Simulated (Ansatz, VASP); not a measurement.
# ZnS: VASP beside Ansatz, part 2 of 2

One calculation is typed for both programs; each brings its own data sets. How far apart do they land? The cell is taken from a series of runs on this material, whose earlier steps may have relaxed, scaled, displaced or heated it; both programs get it as it stands.

VASP 6.6.1 and Ansatz 0.2.0.

So far: The starting structure; Ansatz: zone-centre phonons, LDA.

## Step 3: VASP: zone-centre phonons, LDA

Level of this step: LDA; plane waves and PAW (S, Zn) (VASP).

The same cell, functional (in two slightly different forms) and mesh now go to VASP, with its own data sets.

Lines of VASP's logs that name or quote its potential files are left out, and so is its time.

Input file INCAR:

```
SYSTEM = ZnS
PREC = Accurate
ENCUT = 500
EDIFF = 1E-08
NELM = 120
ISMEAR = 0
SIGMA = 0.01
LREAL = .FALSE.
ALGO = Normal
GGA = CA
NBANDS = 15
LORBIT = 11
LWAVE = .FALSE.
LCHARG = .FALSE.
ISIF = 2
IBRION = 8
LEPSILON = .TRUE.
LASPH = .TRUE.
GGA_COMPAT = .FALSE.
EFERMI = MIDGAP
KPAR = 2
```

Input file POSCAR:

```
ZnS
1.0
    0.0000000000      2.7542920847      2.5140620817
    2.7542920847      0.0000000000      2.5140620817
    2.7542920847      2.7542920847      0.0000000000
S Zn
1 1
Direct
    0.0000000000      0.0000000000      0.0000000000
    0.7500000000      0.7500000000      0.7500000000
```

Input file KPOINTS:

```
Automatic mesh
0
Gamma
12 12 12
0 0 0
```

Potentials, in the order of the species: S and Zn (LDA family, release 64).

The run is started by

```console
> mpirun -np 2 vasp_std
```

Numbers of over 12 decimals in the logs are rounded to 6 here.

Log:

```text
[banner, memory and clock lines left out]
running    2 mpi-ranks, on    1 nodes
 distrk:  each k-point on    1 cores,    2 groups
 distr:  one band on    1 cores,    1 groups

 POSCAR found type information on POSCAR S Zn
 POSCAR found :  2 types and       2 ions
 LDA part: xc-table for (Slater(with rela. corr.)+CA(PZ))
 , standard interpolation
 POSCAR, INCAR and KPOINTS ok, starting setup
 FFT: planning ... GRIDC
 FFT: planning ... GRID_SOFT
 FFT: planning ... GRID
 WAVECAR not read
 entering main loop
       N       E                     dE             d eps       ncg     rms          rms(c)
DAV:   1     0.797714513643E+02    0.79771E+02   -0.84614E+03  4898   0.140E+03
DAV:   2    -0.334972860930E+01   -0.83121E+02   -0.77700E+02  5450   0.262E+02
DAV:   3    -0.855708456160E+01   -0.52074E+01   -0.51790E+01  6192   0.629E+01
DAV:   4    -0.861065317889E+01   -0.53569E-01   -0.53553E-01  5849   0.672E+00
DAV:   5    -0.861128236601E+01   -0.62919E-03   -0.62917E-03  6353   0.700E-01    0.724E+00
DAV:   6    -0.821010352589E+01    0.40118E+00   -0.80374E-01  7432   0.333E+01    0.559E+00
DAV:   7    -0.818203670425E+01    0.28067E-01   -0.24576E-01  5982   0.519E+00    0.268E+00
DAV:   8    -0.817595854926E+01    0.60782E-02   -0.53513E-03  7406   0.116E+00    0.618E-01
DAV:   9    -0.817542653358E+01    0.53202E-03   -0.11149E-03  5646   0.267E-01    0.849E-02
DAV:  10    -0.817544229680E+01   -0.15763E-04   -0.78357E-05  6108   0.828E-02    0.153E-02
DAV:  11    -0.817543970395E+01    0.25928E-05   -0.70108E-06  7623   0.577E-02    0.413E-03
DAV:  12    -0.817543982033E+01   -0.11638E-06   -0.10511E-06  5807   0.794E-03    0.181E-03
DAV:  13    -0.817543980691E+01    0.13423E-07   -0.34172E-08  6577   0.294E-03    0.420E-04
DAV:  14    -0.817543980770E+01   -0.79035E-09   -0.82361E-09  3613   0.720E-04
   1 F= -.81754398E+01 E0= -.81754398E+01  d E =0.000000E+00
 Linear response reoptimize wavefunctions to high precision
DAV:   1    -0.817543980779E+01   -0.93905E-10   -0.76404E-10  3999   0.255E-04
 Linear response G [H, r] |phi>, progress :
  Direction:   1
       N       E                     dE             d eps       ncg     rms
RMM:   1    -0.465520389211E+02   -0.46552E+02    0.16498E+02  8313   0.731E+01
RMM:   2    -0.490757539104E+02   -0.25237E+01   -0.10003E+01  8430   0.262E+01
RMM:   3    -0.492882149495E+02   -0.21246E+00   -0.71331E-01  9162   0.641E+00
RMM:   4    -0.492959261075E+02   -0.77112E-02   -0.25256E-02  9321   0.130E+00
RMM:   5    -0.492962850072E+02   -0.35890E-03   -0.15757E-03  9544   0.305E-01
RMM:   6    -0.492963670665E+02   -0.82059E-04   -0.14724E-04  9557   0.804E-02
RMM:   7    -0.492963701322E+02   -0.30657E-05   -0.71978E-06  9688   0.236E-02
RMM:   8    -0.492963721955E+02   -0.20633E-05   -0.28688E-06  9738   0.774E-03
RMM:   9    -0.492963720568E+02    0.13865E-06    0.16237E-06  8965   0.259E-03
RMM:  10    -0.492963723178E+02   -0.26103E-06    0.27298E-06  7341   0.106E-03
RMM:  11    -0.492963723055E+02    0.12365E-07    0.28061E-06  6434   0.453E-04
RMM:  12    -0.492963723289E+02   -0.23450E-07    0.19376E-06  5642   0.265E-04
RMM:  13    -0.492963723298E+02   -0.88021E-09    0.35907E-06  5060   0.182E-04
RMM:  14    -0.492963723205E+02    0.92706E-08    0.44422E-06  4610   0.158E-04
RMM:  15    -0.492963723030E+02    0.17535E-07    0.48178E-06  4222   0.146E-04
RMM:  16    -0.492963723517E+02   -0.48692E-07    0.38572E-06  3933   0.142E-04
RMM:  17    -0.492963723267E+02    0.24957E-07   -0.43939E-07  3771   0.142E-04
RMM:  18    -0.492963723594E+02   -0.32641E-07   -0.89344E-07  3612   0.142E-04
 Linear response G [H, r] |phi>, progress :
  Direction:   2
       N       E                     dE             d eps       ncg     rms
RMM:   1    -0.443366306796E+02   -0.44337E+02    0.17818E+02  8269   0.737E+01
RMM:   2    -0.470074331290E+02   -0.26708E+01   -0.92159E+00  8381   0.255E+01
RMM:   3    -0.472033014433E+02   -0.19587E+00   -0.64548E-01  9120   0.608E+00
RMM:   4    -0.472089745465E+02   -0.56731E-02   -0.19997E-02  9385   0.127E+00
RMM:   5    -0.472096977717E+02   -0.72323E-03   -0.21893E-03  9538   0.302E-01
RMM:   6    -0.472097406154E+02   -0.42844E-04   -0.11380E-04  9573   0.814E-02
RMM:   7    -0.472097471645E+02   -0.65491E-05   -0.13882E-05  9693   0.234E-02
RMM:   8    -0.472097490423E+02   -0.18778E-05   -0.60187E-06  9732   0.770E-03
RMM:   9    -0.472097486624E+02    0.37987E-06    0.40651E-07  8892   0.255E-03
RMM:  10    -0.472097488226E+02   -0.16017E-06    0.48829E-07  7270   0.103E-03
RMM:  11    -0.472097488417E+02   -0.19069E-07    0.92065E-07  6399   0.459E-04
RMM:  12    -0.472097488342E+02    0.74914E-08    0.37831E-07  5649   0.286E-04
RMM:  13    -0.472097488335E+02    0.72860E-09    0.12094E-06  5111   0.209E-04
RMM:  14    -0.472097488309E+02    0.25362E-08   -0.28826E-09  4709   0.191E-04
 Linear response G [H, r] |phi>, progress :
  Direction:   3
       N       E                     dE             d eps       ncg     rms
[...]
Linear response to external field, progress :
  Direction:   1
       N       E                     dE             d eps       ncg     rms          rms(c)
RMM:   1    -0.584407332753E+00   -0.58441E+00   -0.23013E+00 18757   0.382E+00
RMM:   2    -0.615253135598E+00   -0.30846E-01   -0.13887E-02 25670   0.831E-01    0.146E+00
[...]
RMM:   5    -0.552209351446E+00   -0.69477E-02   -0.88412E-04 14972   0.190E-01    0.384E-02
RMM:   6    -0.553057734724E+00   -0.84838E-03   -0.10831E-04 15060   0.638E-02    0.229E-02
RMM:   7    -0.553301960173E+00   -0.24423E-03   -0.97175E-06 15150   0.185E-02    0.166E-03
RMM:   8    -0.553320677547E+00   -0.18717E-04   -0.56678E-07 15721   0.392E-03    0.657E-04
RMM:   9    -0.553321138867E+00   -0.46132E-06   -0.12827E-07 15783   0.123E-03    0.364E-04
RMM:  10    -0.553325569325E+00   -0.44305E-05   -0.27515E-08 15039   0.374E-04    0.156E-04
RMM:  11    -0.553324341054E+00    0.12283E-05   -0.20288E-09 13431   0.175E-04    0.806E-06
 change of polarisation eV/A/(eV/A) component  3 :     0.330     0.034     1.049
 dielectric tensor                  component  3 :     1.565     0.162     5.975
 Linear response DOF=           4
 Linear response progress:
  Degree of freedom:   1/  4
       N       E                     dE             d eps       ncg     rms          rms(c)
RMM:   1    -0.105561964939E+00   -0.10556E+00    0.51979E-02 36050   0.227E+00
RMM:   2    -0.103203672512E+00    0.23583E-02   -0.48269E-03 22705   0.665E-01    0.173E-01
RMM:   3    -0.103580476219E+00   -0.37680E-03   -0.35189E-04 24945   0.150E-01    0.850E-02
RMM:   4    -0.103967934745E+00   -0.38746E-03   -0.57784E-05 25270   0.554E-02    0.165E-02
RMM:   5    -0.103978010965E+00   -0.10076E-04   -0.40657E-06 26440   0.137E-02    0.931E-03
RMM:   6    -0.103963096902E+00    0.14914E-04   -0.34415E-07 26013   0.415E-03    0.468E-03
RMM:   7    -0.103966331497E+00   -0.32346E-05   -0.81087E-08 25681   0.139E-03    0.657E-04
RMM:   8    -0.103966690307E+00   -0.35881E-06   -0.42373E-10 27358   0.319E-04    0.143E-04
RMM:   9    -0.103966118918E+00    0.57139E-06    0.81640E-11 26940   0.108E-04    0.440E-05
RMM:  10    -0.103966292093E+00   -0.17317E-06   -0.77900E-10 26959   0.423E-05    0.101E-05
RMM:  11    -0.103966312325E+00   -0.20232E-07   -0.66584E-10 26590   0.187E-05    0.632E-06
RMM:  12    -0.103966296709E+00    0.15616E-07    0.51035E-10 23214   0.685E-06    0.487E-07
RMM:  13    -0.103966299738E+00   -0.30290E-08   -0.41819E-09 18224   0.353E-06    0.164E-07
 first order change of Fermi-energy   0.13030E-03
 force on displaced ion       1 direction 1 :  -6.163   0.000   0.000
 Born effective charge ion    1 direction 1 :  -2.043   0.000   0.000
 Linear response progress:
  Degree of freedom:   2/  4
       N       E                     dE             d eps       ncg     rms          rms(c)
RMM:   1    -0.104943472110E+00   -0.10494E+00    0.44580E-02 20834   0.222E+00
RMM:   2    -0.102747134910E+00    0.21963E-02   -0.47444E-03 13513   0.650E-01    0.156E-01
RMM:   3    -0.103076745983E+00   -0.32961E-03   -0.30696E-04 14608   0.141E-01    0.792E-02
RMM:   4    -0.103426992442E+00   -0.35025E-03   -0.40912E-05 14782   0.492E-02    0.152E-02
RMM:   5    -0.103447741667E+00   -0.20749E-04   -0.26355E-06 15413   0.116E-02    0.878E-03
RMM:   6    -0.103434041935E+00    0.13700E-04   -0.26749E-07 15013   0.345E-03    0.378E-03
RMM:   7    -0.103435771704E+00   -0.17298E-05   -0.51191E-08 15050   0.116E-03    0.558E-04
RMM:   8    -0.103436612873E+00   -0.84117E-06   -0.48653E-09 15887   0.290E-04    0.914E-05
RMM:   9    -0.103436251383E+00    0.36149E-06    0.16912E-10 15649   0.904E-05    0.289E-05
RMM:  10    -0.103436352094E+00   -0.10071E-06   -0.14741E-09 15608   0.342E-05    0.462E-06
RMM:  11    -0.103436382977E+00   -0.30883E-07   -0.50005E-09 15529   0.154E-05    0.498E-06
RMM:  12    -0.103436370908E+00    0.12069E-07    0.15584E-10 12891   0.586E-06    0.342E-07
RMM:  13    -0.103436372790E+00   -0.18824E-08   -0.27625E-09  9329   0.309E-06    0.249E-07
 first order change of Fermi-energy   0.88593E-03
 force on displaced ion       1 direction 3 :   0.000   0.000  -5.753
 Born effective charge ion    1 direction 3 :   0.000   0.000  -1.805
 Linear response progress:
  Degree of freedom:   3/  4
       N       E                     dE             d eps       ncg     rms          rms(c)
RMM:   1    -0.212911768589E+00   -0.21291E+00   -0.49723E-03 20113   0.213E+00
RMM:   2    -0.210816992491E+00    0.20948E-02   -0.30602E-03 22965   0.458E-01    0.121E-01
RMM:   3    -0.210585823523E+00    0.23117E-03   -0.64151E-05 27190   0.670E-02    0.703E-02
RMM:   4    -0.210292283342E+00    0.29354E-03   -0.11394E-05 26753   0.246E-02    0.428E-03
RMM:   5    -0.210286662822E+00    0.56205E-05   -0.29457E-07 28198   0.440E-03    0.129E-03
RMM:   6    -0.210290534839E+00   -0.38720E-05   -0.40139E-08 28051   0.143E-03    0.296E-04
RMM:   7    -0.210291004395E+00   -0.46956E-06   -0.67733E-09 28347   0.378E-04    0.124E-04
RMM:   8    -0.210291104380E+00   -0.99985E-07   -0.25386E-09 27907   0.151E-04    0.341E-05
RMM:   9    -0.210290885786E+00    0.21859E-06    0.42472E-11 28191   0.537E-05    0.100E-05
RMM:  10    -0.210290864236E+00    0.21551E-07    0.80416E-11 28898   0.180E-05    0.138E-06
RMM:  11    -0.210290866976E+00   -0.27404E-08    0.24253E-11 24384   0.799E-06    0.518E-07
 first order change of Fermi-energy  -0.91501E-05
 force on displaced ion       2 direction 1 :  -6.259   0.000  -0.000
 Born effective charge ion    2 direction 1 :   2.042   0.000   0.000
 Linear response progress:
  Degree of freedom:   4/  4
       N       E                     dE             d eps       ncg     rms          rms(c)
RMM:   1    -0.212197892022E+00   -0.21220E+00   -0.94583E-04 11817   0.214E+00
RMM:   2    -0.210345714677E+00    0.18522E-02   -0.26685E-03 13333   0.435E-01    0.110E-01
RMM:   3    -0.210109137423E+00    0.23658E-03   -0.60401E-05 15788   0.634E-02    0.650E-02
RMM:   4    -0.209802992644E+00    0.30614E-03   -0.12163E-05 15526   0.262E-02    0.290E-03
RMM:   5    -0.209803956753E+00   -0.96411E-06   -0.30014E-07 16428   0.448E-03    0.133E-03
RMM:   6    -0.209808575013E+00   -0.46183E-05   -0.44783E-08 16248   0.141E-03    0.310E-04
RMM:   7    -0.209809266301E+00   -0.69129E-06   -0.45298E-09 16637   0.302E-04    0.698E-05
RMM:   8    -0.209808505134E+00    0.76117E-06   -0.14893E-09 16083   0.149E-04    0.123E-05
RMM:   9    -0.209808540028E+00   -0.34894E-07    0.23455E-10 16932   0.378E-05    0.401E-06
RMM:  10    -0.209808532647E+00    0.73817E-08    0.11181E-10 16434   0.148E-05    0.112E-06
 first order change of Fermi-energy  -0.82371E-04
 force on displaced ion       2 direction 3 :  -0.000  -0.000  -5.817
 Born effective charge ion    2 direction 3 :   0.000   0.000   1.804
 Born effective charges drift removed
 Linear response finished
```

Parts of OUTCAR (step 3):

```text
ion  position               nearest neighbor table
   1  0.000  0.000  0.000-   2 2.32   2 2.32   2 2.32   2 2.32
   2  0.750  0.750  0.750-   1 2.32   1 2.32   1 2.32   1 2.32

  LATTYP: Found a body centered tetragonal cell.
 ALAT       =     3.8951572209
 C/A-ratio  =     1.2908655231

 Subroutine GETGRP returns: Found  8 space group operations
 (whereof  8 operations were pure point group operations)

The static configuration has the point symmetry D_2d.

 Found    163 irreducible k-points:

   k-points           NKPTS =    163   k-points in BZ     NKDIM =    163   number of bands    NBANDS=     15

   dimension x,y,z NGX =    28 NGY =   28 NGZ =   28
   dimension x,y,z NGXF=    56 NGYF=   56 NGZF=   56

   ENCUT  =  500.0 eV  36.75 Ry    6.06 a.u.   6.80  6.80  7.10*2*pi/ulx,y,z

   NELECT =      18.0000    total number of electrons

 k-points in reciprocal lattice and weights: Automatic mesh
   0.00000000  0.00000000  0.00000000       0.001
   0.08333333 -0.00000000  0.00000000       0.005
   0.16666667 -0.00000000  0.00000000       0.005
   0.25000000 -0.00000000  0.00000000       0.005
   0.33333333 -0.00000000  0.00000000       0.005
   0.41666667 -0.00000000  0.00000000       0.005
   0.50000000 -0.00000000  0.00000000       0.002
   0.08333333  0.08333333  0.00000000       0.001
   0.16666667  0.08333333  0.00000000       0.005
[...]
-0.33333333  0.16666667  0.50000000       0.002
  -0.25000000  0.25000000  0.50000000       0.001

 average (electrostatic) potential at core
       1 -88.9464       2 -37.2366

  Total       -0.7955298     -0.7955298      0.0514200      0.0000000      0.0000000      0.0000000
  in kB      -33.4149668    -33.4149668      2.1598145      0.0000000      0.0000000      0.0000000
  external PRESSURE =     -21.5567064 kB  Pullay stress =       0.0000000 kB

  energy-cutoff  :      500.00
  volume of cell :       38.14
      direct lattice vectors                 reciprocal lattice vectors
     0.000000000  2.754292085  2.514062082    -0.181534850  0.181534850  0.198881326
     2.754292085  0.000000000  2.514062082     0.181534850 -0.181534850  0.198881326
     2.754292085  2.754292085  0.000000000     0.181534850  0.181534850 -0.198881326

 POSITION                                       TOTAL-FORCE (eV/Angst)
 -----------------------------------------------------------------------------------
      0.00000      0.00000      0.00000         0.000000      0.000000     -0.000000
      4.13144      4.13144      3.77109        -0.000000     -0.000000      0.000000
 -----------------------------------------------------------------------------------
    total drift:                                0.000002      0.000002     -0.000001

 MACROSCOPIC STATIC DIELECTRIC TENSOR (including local field effects in DFT)
 ------------------------------------------------------
           6.326626     0.000000     0.000000
          -0.000000     6.326626     0.000000
           0.000000    -0.000000     5.974678
 ------------------------------------------------------

 PIEZOELECTRIC TENSOR (including local field effects)  for field in x, y, z        (C/m^2)
          XX          YY          ZZ          XY          YZ          ZX
  --------------------------------------------------------------------------------
  x    -0.00000     0.00000     0.00000     0.00000    -0.64017     0.00000
  y     0.00000    -0.00000     0.00000     0.00000     0.00000    -0.64017
  z     0.00000     0.00000     0.00000    -0.73152     0.00000     0.00000

 BORN EFFECTIVE CHARGES (including local field effects) (in |e|, cummulative output)
 ---------------------------------------------------------------------------------
 ion    1
    1    -2.04199     0.00000     0.00000
    2     0.00000    -2.04199     0.00000
    3     0.00000     0.00000    -1.80483
 ion    2
    1     2.04199     0.00000     0.00000
    2     0.00000     2.04199     0.00000
    3     0.00000     0.00000     1.80483

 Eigenvectors and eigenvalues of the dynamical matrix
 ----------------------------------------------------

   1 f  =    8.388369 THz    52.705679 2PiTHz  279.805884 cm-1    34.691493 meV
             X         Y         Z           dx          dy          dz
      0.000000  0.000000  0.000000     0.000000    0.817034    0.000000
      4.131438  4.131438  3.771093     0.000000   -0.576590    0.000000

   2 f  =    8.388369 THz    52.705679 2PiTHz  279.805884 cm-1    34.691493 meV
             X         Y         Z           dx          dy          dz
      0.000000  0.000000  0.000000    -0.817034    0.000000    0.000000
      4.131438  4.131438  3.771093     0.576590   -0.000000    0.000000

   3 f  =    8.098832 THz    50.886463 2PiTHz  270.147962 cm-1    33.494063 meV
             X         Y         Z           dx          dy          dz
      0.000000  0.000000  0.000000     0.000000    0.000000    0.817624
      4.131438  4.131438  3.771093     0.000000    0.000000   -0.575753

   4 f/i=    0.021191 THz     0.133146 2PiTHz    0.706849 cm-1     0.087638 meV
             X         Y         Z           dx          dy          dz
      0.000000  0.000000  0.000000     0.000000    0.000000   -0.575753
      4.131438  4.131438  3.771093     0.000000    0.000000   -0.817624

   5 f/i=    0.030538 THz     0.191873 2PiTHz    1.018624 cm-1     0.126293 meV
             X         Y         Z           dx          dy          dz
      0.000000  0.000000  0.000000    -0.331743   -0.471596    0.000000
      4.131438  4.131438  3.771093    -0.470084   -0.668255    0.000000

   6 f/i=    0.030538 THz     0.191873 2PiTHz    1.018624 cm-1     0.126293 meV
             X         Y         Z           dx          dy          dz
      0.000000  0.000000  0.000000    -0.471596    0.331743    0.000000
      4.131438  4.131438  3.771093    -0.668255    0.470084    0.000000

 MACROSCOPIC STATIC DIELECTRIC TENSOR IONIC CONTRIBUTION
 ------------------------------------------------------
           3.184860     0.000000    -0.000000
           0.000000     3.184860    -0.000000
          -0.000000    -0.000000     2.671101
 ------------------------------------------------------

 ELASTIC MODULI CONTR FROM IONIC RELAXATION (kBar)
 Direction    XX          YY          ZZ          XY          YZ          ZX
 --------------------------------------------------------------------------------
 XX           0.0000      0.0000      0.0000      0.0000      0.0000      0.0000
 YY           0.0000      0.0000      0.0000      0.0000      0.0000      0.0000
 ZZ           0.0000      0.0000      0.0000      0.0000      0.0000      0.0000
 XY           0.0000      0.0000      0.0000   -186.0189      0.0000      0.0000
 YZ           0.0000      0.0000      0.0000      0.0000   -220.6880     -0.0000
 ZX           0.0000      0.0000      0.0000      0.0000     -0.0000   -203.8300
 --------------------------------------------------------------------------------

 PIEZOELECTRIC TENSOR IONIC CONTR  for field in x, y, z        (C/m^2)
          XX          YY          ZZ          XY          YZ          ZX
  --------------------------------------------------------------------------------
  x     0.00000     0.00000     0.00000    -0.00000     0.78887     0.00000
  y     0.00000     0.00000     0.00000    -0.00000     0.00000     0.75814
  z     0.00000     0.00000     0.00000     0.66328    -0.00000    -0.00000
```

## Step 4: Comparison

Known differences besides the potentials themselves: the two LDA forms differ slightly; fixed occupations in Ansatz, narrow Gaussian smearing in VASP; VASP's response is taken on the typed mesh, Ansatz refines its own for the field response alone; the cutoff is 420 eV in Ansatz and 500 eV in VASP; VASP's log shows a relativistic correction to its local exchange, Ansatz's none. Total energies have different zeros and are not compared.

Both answers:

```
                                     quantity  Ansatz   VASP  difference
                                        ε∞ xx    6.38   6.33     +0.81 %
                                        ε∞ yy    6.38   6.33     +0.81 %
                                        ε∞ zz    6.01   5.97     +0.61 %
 Born charge of S1 (mean of the diagonal) (e)   -1.95  -1.96       +0.01
Born charge of Zn2 (mean of the diagonal) (e)    1.95   1.96       -0.01
                        optical mode 1 (cm⁻¹)   268.0  270.1     -0.79 %
                   optical mode 2 to 3 (cm⁻¹)   277.5  279.8     -0.82 %
```

Modes are paired by rising frequency, not by their patterns, so a pair may set unlike modes beside each other; they are those without the splitting of longitudinal modes.

## Step 5: Results

| Property | Result |
| --- | --- |
| r.m.s. difference of the optical zone-centre modes, each program's sorted by frequency (zone-centre phonons, LDA) | 2.2 cm⁻¹ |
| difference in optical mode 2 to 3 (zone-centre phonons, LDA) | -0.8 % |

What this shows: The r.m.s. difference of the optical zone-centre modes, each program's sorted by frequency is 2.2 cm⁻¹ (zone-centre phonons, LDA). Among the rows given in per cent, the largest difference of the zone-centre phonons, LDA pair is in optical mode 2 to 3, -0.8 %. Such differences can come from data sets, numerical settings and the points named under the comparisons, not from the functional's error against experiment.

[Lines on the potential files, build, host, timing and source positions are cut from VASP's logs without a mark.]

[Logs are printed without paths, hosts, clocks, repeated set-up lines and the standing remarks that a program may print on its own settings, such as how far it seeks lower states.]

[Hosts, paths, dates, database ids (printed as entryN), source tags and the programs' standing remarks are cut or masked in the printed files.]
